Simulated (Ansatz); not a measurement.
# MgO (P6_3mc) in Ansatz: further runs

The runs below take MgO through dielectric tensor, phonons, with PBE.

All numbers are computed with Ansatz 0.2.0; they aren't measurements. Logs are shortened: lines on timing, memory, paths and dates and some standing lists are left out, and cuts for length are marked.

## Step 1: The crystal as given

It takes space group P6_3mc (No. 186, hexagonal). Conventional cell: a = 3.308 Å, b = 3.308 Å, c = 4.983 Å, α = 90.00°, β = 90.00°, γ = 120.00°. Around Mg (site symmetry 3m) lie 4 O at 1.97 to 1.99 Å. O (site symmetry 3m) has 4 Mg at 1.97 to 1.99 Å as nearest neighbours.

Measurements of this composition are mostly on another form, of space group No. 225.

## Step 2: Dielectric tensor, PBE

Input file input.yaml:

```yaml
crystal:
  lattice:
    - [3.3077869865, 0.0, 0.0]
    - [-1.6538934933, 2.8646275606, 0.0]
    - [0.0, 0.0, 4.98288167]
  atoms:
    - { symbol: Mg, position: [0.6666666667, 0.3333333333, 0.50215974] }
    - { symbol: Mg, position: [0.3333333333, 0.6666666667, 0.00215974] }
    - { symbol: O, position: [0.6666666667, 0.3333333333, 0.90244026] }
    - { symbol: O, position: [0.3333333333, 0.6666666667, 0.40244026] }
kpoints:
  mp_grid: { grid: [9, 9, 6] }
scf:
  occupations: { method: fixed }
hamiltonian:
  xc: pbe
  pseudopotentials: { kind: all_electron, datasets: crystal }
output: {}
dielectric: {}
```

Potentials or basis: all-electron PAW datasets made for the crystal.

Launch:

```bash
ansatz run input.yaml --threads 2 --pin off --max-ram 6144MiB --backend cpu --events-out ev --progress --plain --runs-dir out
```

Output:

```text
Warning: RAYON_NUM_THREADS=2 ignored (pool sized by the plan → 2); use --threads N
hamiltonian.pseudopotentials.datasets: crystal makes datasets for this crystal and solves the spheres of its atoms anew in each pass: cutoff 400.0 eV, the density's 2000.0 eV; for an error of 0.50 meV an atom under PBE, 2.0 meV for the cell; an energy difference from a run of another recipe may be off by several times the error for the cell, under r2SCAN by more, where some 0.1 meV an atom stays at smaller errors; in a run that uses the all-electron wave functions in the spheres, carries its plane waves along with the cell (elastic.basis: deformed) or is on a recipe of such a run or, without exact exchange, of a hybrid, they include no finite-basis correction of the energy (for plane waves above the cutoff): energies differ from those of runs with it by up to 1.1 meV an atom at a dataset_error of 0.2 meV (4 under r2SCAN), and by more at a larger error or with an open f shell (one dataset_recipe, of a run without it, keeps both alike, but for a hybrid, which always has it); O in spheres of 1.021 Å, 6 of its electrons in bands; Mg in spheres of 0.947 Å, 2 of its electrons in bands, 8 on its site; only band paths and densities of states list, in semicore columns, the levels of the semicore shells that are solved separately: 2s of Mg, 2p of Mg
Engine: ansatz 0.2.0, aarch64-unknown-linux-gnu
Pseudopotentials: kind: all_electron
Pseudopotential: Mg, paw, valence charge 10, recommended cutoff 400 eV (normal), crystal/all_electron/pbe/scalar/gaussian/Mg, Koelling and Harmon's equation, gaussian nucleus
Pseudopotential: O, paw, valence charge 6, recommended cutoff 400 eV (normal), crystal/all_electron/pbe/scalar/gaussian/O, Koelling and Harmon's equation, gaussian nucleus
Functional definition: PBE
  parameter kappa = 0.804
  parameter beta = 0.06672455060314922
  exchange = pbe_x(kappa = kappa, mu = beta*pi^2/3)
  correlation = pbe_c(beta = beta)
davidson cushion auto → on  (no smearing: the cushion is to keep the highest requested band from converging to the state above it; pin scf.eigensolver.cushion to override)
Crystal: 4 atoms, lattice volume = 47.216 Å³
Basis set: ecut = 400 eV, 869 PW (Γ), exchange–correlation on 50×50×80 points (8 copies of the dense FFT grid, shifted against one another)
Bands: 12, of which v1, the nominal top of the filled ones, is band 8 counted from 1 (7 counted from 0)
Symmetry: 12 space group operations
k-points: 140 of 486 (irreducible under 2 space group operations, time reversal used)
Non-local potential: Mg, projectors of the file, l = 0: 1, l = 1: 1
Non-local potential: O, projectors of the file, l = 0: 1, l = 1: 2
PAW form: soft (Blöchl's): semilocal exchange-correlation on the pseudo side does not see the compensation charge
PAW one-centre angular grid: Mg, 110 points (default); XC on its mesh's 1891 points in the sphere
PAW one-centre angular grid: O, 110 points (default); XC on its mesh's 1951 points in the sphere
Initial density: superposition of atomic densities (neutral atoms: chi_scale 0, normalization atom)
Initial wavefunctions: pseudopotential atomic-orbital guess
Functional: x = pbe(κ = 0.804, μ = 0.2195149727645171), c = pbe(β = 0.06672455060314922)
iter 1 solved again at ethr=8.71e-2 eV; its pass at ethr=1.00e-1 eV (dr2=1.39e1 eV) is discarded
SCF iter   1: F=—  HF=-15009.085738 eV  |F-HF|=—  |Δ(HF+E_count)|=         —  Δρ=1.73e-1  dr2=1.51e1  ethr=8.71e-2  ⟨swp⟩=2.0  Hψ=11420  notcnv=0
preconditioner: auto → none  [insulator: Δε(μ)=5.992 eV  Ē_g=16.247 eV  n_scr=8 (ndim 8)  ℏωp=21.6 eV  f_vac=0.000  ε∞_Penn≈2.8]
SCF iter   2: F=—  HF=-15006.018087 eV  |F-HF|=—  |Δ(HF+E_count)|=    3.07e0  Δρ=1.10e-1  dr2=3.34e0  ethr=8.71e-2  ⟨swp⟩=3.0  Hψ=5088  notcnv=0  defer=1
iter 3 solved again at ethr=8.87e-4 eV; its pass at ethr=2.09e-2 eV (dr2=1.42e-1 eV) is discarded
SCF iter   3: F=—  HF=-15005.013802 eV  |F-HF|=—  |Δ(HF+E_count)|=    1.00e0  Δρ=2.09e-2  dr2=1.44e-1  ethr=8.87e-4  ⟨swp⟩=3.0  Hψ=9654  notcnv=0  defer=6
SCF iter   4: F=—  HF=-15005.034368 eV  |F-HF|=—  |Δ(HF+E_count)|=   2.06e-2  Δρ=4.46e-3  dr2=6.01e-3  ethr=8.87e-4  ⟨swp⟩=2.0  Hψ=3927  notcnv=0  defer=6
SCF iter   5: F=—  HF=-15005.031559 eV  |F-HF|=—  |Δ(HF+E_count)|=   2.81e-3  Δρ=9.92e-4  dr2=2.79e-4  ethr=3.76e-5  ⟨swp⟩=3.0  Hψ=4688  notcnv=0  defer=6
SCF iter   6: F=—  HF=-15005.031433 eV  |F-HF|=—  |Δ(HF+E_count)|=   1.25e-4  Δρ=1.29e-4  dr2=4.37e-6  ethr=1.75e-6  ⟨swp⟩=3.1  Hψ=6496  notcnv=0  defer=6
SCF iter   7: F=—  HF=-15005.031437 eV  |F-HF|=—  |Δ(HF+E_count)|=   3.74e-6  Δρ=3.34e-5  dr2=4.30e-7  ethr=2.73e-8  ⟨swp⟩=3.9  Hψ=6614  notcnv=0  defer=7
[... 15 lines left out ...]
Past the cutoff: waves up to 1.5 times it would add -0.000076 eV an atom, which no energy here includes
By the cutoff:   a pressure is off by up to 0.010 GPa (6 times that energy over an atom's volume, and 0.004 GPa: a bound that held against runs at twice the plane waves)
Past the cutoffs: a stress includes 0.0049 GPa for waves and charges beyond them
In the spheres:  the bands' charges fall short by 1.4e-6 e at most (sound up to 1e-3), those of shells solved beside the bands by 6.3e-7 e (sound up to 5e-4)
Fermi energy:    4.847501 eV
--- Per-component energies (eV) ---
  E_band       = -2.587560
  E_kinetic    = 262.503221
  E_local      = -2841.791336  (includes V_loc(G=0)·N_el)
  E_nonlocal   = -25.053056
  E_hartree    = 1268.831701
  E_xc         = -193.766271
  E_vxc        = -223.977438  (∫ρ·V_xc dr)
  E_paw        = -16132.574187  (= ΣΔE_a)
  E_vpaw       = -4641.723604  (= ΣTr[D̂ρ^β])
  E_ewald      = -2272.972765
  E_smearing   = -0.000000  (= −TS)
  E_closure    = 4929.791257  (closes the sum)
  Σ components = -15005.031437   (vs F -15005.031437, Δ=0.00e0)
  The terms above E_closure are by the made datasets' own strengths, without shells solved beside the bands.
--- Band table (eV; the first three rows and the last of 140) ---
  k-point 0: bands = ["-11.4140", "-10.5925", "1.5815", "4.0655", "4.0655", "4.4033", "4.4033", "4.8475", "8.3214", "13.3755", "15.1972", "18.9455"]
  k-point 1: bands = ["-11.3622", "-10.6511", "1.7301", "4.0872", "4.0872", "4.3797", "4.3797", "4.4553", "8.7640", "12.8860", "15.7097", "18.9575"]
  k-point 2: bands = ["-11.2184", "-10.8083", "2.1610", "3.6501", "4.1471", "4.1471", "4.3159", "4.3159", "9.7288", "11.9292", "16.7683", "19.0787"]
  k-point 139: bands = ["-10.6590", "-10.6590", "2.0473", "2.0473", "3.4247", "3.4247", "4.3243", "4.3243", "12.5071", "12.5071", "15.6232", "15.6232"]
--- Dielectric response (ions clamped): 2 representative field directions + reference, on 140 of 486 k-points (Σ response iterations 20) ---
  k mesh reduced under 2 symmetry operations, with k and −k counted as one. Each operation leaves every solved perturbation unchanged. A smaller set is not considered because the run solves the response to a homogeneous field
  ε∞ (high-frequency dielectric tensor):
        2.984111    -0.000000     0.000000
       -0.000000     2.984111     0.000000
        0.000000     0.000000     3.094247
  Born effective charges Z* (e; rows j = field, columns β = displacement):
    site 0:
         1.80248    0.00000    0.00000
         0.00000    1.80248    0.00000
         0.00000    0.00000    1.91616
    site 1:
         1.80248    0.00000    0.00000
         0.00000    1.80248    0.00000
         0.00000    0.00000    1.91616
    site 2:
        -1.80248   -0.00000   -0.00000
        -0.00000   -1.80248   -0.00000
        -0.00000   -0.00000   -1.91616
    site 3:
        -1.80248   -0.00000   -0.00000
        -0.00000   -1.80248   -0.00000
        -0.00000   -0.00000   -1.91616
  Z* charge neutrality: 7.277e-5 e pre-enforcement
  k-mesh period / interband length: 29.9 Å / 1.61 Å = 18.60 at k = (0.0000, 0.0000, 0.0000), direct gap 3.474 eV — 14 or more, which is no proof of convergence
```

It took 2.9 min on 2 threads of Arm Neoverse V1, shared host; peak memory 2.1 GiB.

Results:

| Property | Result |
| --- | --- |
| Free energy | -15005.0314 eV |
| Band gap on the k mesh | 3.47 eV, direct |
| Electronic dielectric tensor (diagonal) | 2.98, 2.98, 3.09 |
| Born charges (mean of the diagonal) | Mg +1.84; O -1.84 e |

Levels at points of the mesh, in eV from the valence-band top:
```csv
k point,band 5,band 6,band 7,band 8,band 9,band 10,band 11,band 12
"(0.00, 0.00, 0.00)",-0.78,-0.44,-0.44,0.00,3.47,8.53,10.35,14.10
"(0.00, 0.00, -0.50)",-0.62,-0.62,-0.62,-0.62,5.99,5.99,13.23,13.23
```

Electronic dielectric tensor:
```
2.98 0.00 0.00
0.00 2.98 0.00
0.00 0.00 3.09
```

Born effective charge tensors (e):
atom 1, Mg
```
1.80 0.00 0.00
0.00 1.80 0.00
0.00 0.00 1.92
```
atom 2, Mg
```
1.80 0.00 0.00
0.00 1.80 0.00
0.00 0.00 1.92
```
atom 3, O
```
-1.80  0.00  0.00
 0.00 -1.80  0.00
 0.00  0.00 -1.92
```
atom 4, O
```
-1.80  0.00  0.00
 0.00 -1.80  0.00
 0.00  0.00 -1.92
```

Caveat: an odd mesh through Γ misses points on the zone boundary, where band edges often lie.

## Step 3: Phonons, PBE

input.yaml, as its differences from that of step 2:

```diff
@@ -13,7 +13,9 @@
 scf:
-  occupations: { method: fixed }
+  occupations: { method: fermi_dirac, width: 0.05 }
 hamiltonian:
   xc: pbe
-  pseudopotentials: { kind: all_electron, datasets: crystal }
+  pseudopotentials: { kind: all_electron, lapw: { basis_error: 0.002 } }
 output: {}
-dielectric: {}
+phonons:
+  method: fd
+  supercell: [1, 1, 1]
```

Potentials or basis: all-electron LAPW, scalar-relativistic.

Launch:

```bash
ansatz run input.yaml --threads 2 --pin off --max-ram 6144MiB --backend cpu --events-out ev --progress --plain --runs-dir out
```

Output:

```text
Warning: RAYON_NUM_THREADS=2 ignored (pool sized by the plan → 2); use --threads N
LAPW: plane waves up to 9.673 Å⁻¹, error target 2.0e-3 eV per atom; small_component_spin mean_spin; O in spheres of 0.932 Å, 8 of its electrons in bands, Dirac shells []; Mg in spheres of 0.982 Å, 10 of its electrons in bands, Dirac shells [] (how accurate: hamiltonian.pseudopotentials.lapw.basis_error, Limitations)
Engine: ansatz 0.2.0, aarch64-unknown-linux-gnu
Pseudopotentials: kind: all_electron
Pseudopotential: Mg, LAPW, valence charge 10, lapw/all_electron/scalar/gaussian/Mg, Koelling and Harmon's equation, gaussian nucleus
Pseudopotential: O, LAPW, valence charge 8, lapw/all_electron/scalar/gaussian/O, Koelling and Harmon's equation, gaussian nucleus
Functional definition: PBE
  parameter kappa = 0.804
  parameter beta = 0.06672455060314922
  exchange = pbe_x(kappa = kappa, mu = beta*pi^2/3)
  correlation = pbe_c(beta = beta)
Crystal: 4 atoms, lattice volume = 47.216 Å³
Basis set: ecut = 356.51005527161266 eV, 735 PW (Γ), exchange–correlation at level 2
Bands: 22, of which v1, the nominal top of the filled ones, is band 18 counted from 1 (17 counted from 0)
[... 88 lines left out ...]
--- Forces (eV/Å), atoms counted from 1 ---
  atom   1  Mg     0.00000000    -0.00000000     0.00617845
  atom   2  Mg    -0.00000000     0.00000000     0.00617845
  atom   3  O     -0.00000000    -0.00000000    -0.00618006
  atom   4  O     -0.00000000     0.00000000    -0.00618006
  max |Σ_I F_I| component: 3.22e-6 eV/Å
--- Band table (eV; the first three rows and the last of 48) ---
  k-point 0: bands = ["-497.9974", "-497.9974", "-67.0232", "-67.0188", "-33.8285", "-33.7802", "-33.7736", "-33.7736", "-33.7649", "-33.7649", "-11.4142", "-10.5927", "1.5814", "4.0653", "4.0653", "4.4031", "4.4031", "4.8474", "8.3214", "13.3756", "15.1972", "18.9456"]
  k-point 1: bands = ["-497.9974", "-497.9974", "-67.0229", "-67.0191", "-33.8253", "-33.7834", "-33.7730", "-33.7730", "-33.7655", "-33.7655", "-11.3623", "-10.6513", "1.7301", "4.0870", "4.0870", "4.3795", "4.3795", "4.4552", "8.7641", "12.8861", "15.7097", "18.9576"]
  k-point 2: bands = ["-497.9974", "-497.9974", "-67.0221", "-67.0199", "-33.8166", "-33.7924", "-33.7714", "-33.7714", "-33.7670", "-33.7670", "-11.2185", "-10.8085", "2.1609", "3.6500", "4.1469", "4.1469", "4.3158", "4.3158", "9.7288", "11.9293", "16.7684", "19.0788"]
  k-point 47: bands = ["-497.9974", "-497.9974", "-67.0193", "-67.0193", "-33.8137", "-33.8137", "-33.7839", "-33.7839", "-33.7790", "-33.7790", "-10.5655", "-10.5655", "2.2085", "2.2085", "2.7423", "2.7423", "4.4617", "4.4617", "13.3219", "13.3219", "14.7809", "14.7809"]
--- Phonons: 4 displaced members + reference (amplitude 0.01 Å, Σ member SCF iterations 30) ---
  symmetry images taken by strict's conditions (phonons.symmetry_images: auto; settled by no image being taken that strict refuses)
  ASR residual: 2.505e-3 → 0.000e0 eV/Å²; symmetrization residual: 1.288e-3 eV/Å²
  largest component of a force at the reference: 6.2e-3 eV/Å
  ASR residual per site (eV/Å²): 2.50e-3 2.50e-3 1.35e-3 1.35e-3
  Γ frequencies (cm⁻¹): 0.00 0.00 0.00 195.23 195.23 428.45 430.91 523.89 527.71 527.71 529.38 529.38
  density of states and harmonic sums: on the 21×21×13 q-mesh, interpolated from the force constants of a 1×1×1 supercell (no non-analytic term)
  largest difference from the sums on the solved wave vectors: F 2.68e-1 eV, S 5.27e-4 and C_V 2.58e-4 eV/K
  zero-point energy: 0.279796 eV/cell   skipped modes (ω ≤ 0): 3   left out of the sums: 4.36e-5 of the cell's modes: C_V's classical limit lies that fraction below 3 k_B per atom; for a crystal, a wire or a layer, F and S can be off by more, and a phonons.interpolated_qmesh denser along its periods is the remedy for the sampling
```

phdos.tsv:

```text
# omega_inv_cm	omega_thz	g_bin_mean(omega)[modes/inv_cm]
# format = ansatz-phdos/2
# interpolated_qmesh = 21 21 13
# force_constants_supercell = 1 1 1
# lo_to_splitting: not included (the non-analytic LO-TO correction is not applied to the interpolated dynamical matrix; polar crystals: no LO-TO splitting at GAMMA, and LO and other optical branches, acoustic branches and sound speeds, and with them the density of states and the thermodynamics, can be off between the wave vectors that the force constants were sampled on, most near GAMMA; a larger extent of the force constants narrows that region and is not shown to mend the acoustic slopes)
# g_bin_mean(omega): the modes in a bin one row spacing wide, centred on omega, divided by that spacing. A flat band (one whose frequency is the same at every q-point) is counted whole in the row whose bin holds it (on the edge of two bins, in the lower row). The modes of the run's own cell are the sum of g_bin_mean times the row spacing in inv_cm (a plain sum, not the trapezoid rule); for a one-atom cell on a GAMMA-only q-mesh every row is zero, so that sum is 0, not 3
0.000000	0.000000	5.685665e-9
1.058756	0.031741	1.478273e-7
2.117512	0.063481	5.571952e-7
3.176269	0.095222	1.239475e-6
4.235025	0.126963	2.194667e-6
5.293781	0.158704	3.422771e-6
[... 493 lines left out ...]
528.319348	15.838616	1.806692e-2
529.378105	15.870356	1.885733e-3
```

Run time: 3.2 min. Hardware: 2 threads of Arm Neoverse V1, shared host; peak memory 0.61 GiB.

What came out:

```yaml
Free_energy: -15005.0294 eV
Largest_force: 0.006 eV/Å
Band_gap_on_the_k_mesh: 3.47 eV, direct
Highest_phonon_frequency_at_Γ_LO-TO_splitting_left_out: 529 cm⁻¹
```

Forces on the atoms (eV/Å):
```
Mg   0.000  0.000  0.006
Mg   0.000  0.000  0.006
O    0.000  0.000 -0.006
O    0.000  0.000 -0.006
```

Phonon frequencies in cm⁻¹ (negative: imaginary):
| q point | frequencies |
| --- | --- |
| (0.000, 0.000, 0.000) | 0 0 0 195 195 428 431 524 528 528 529 529 |

Caveat: an odd mesh through Γ misses points on the zone boundary, where band edges often lie.
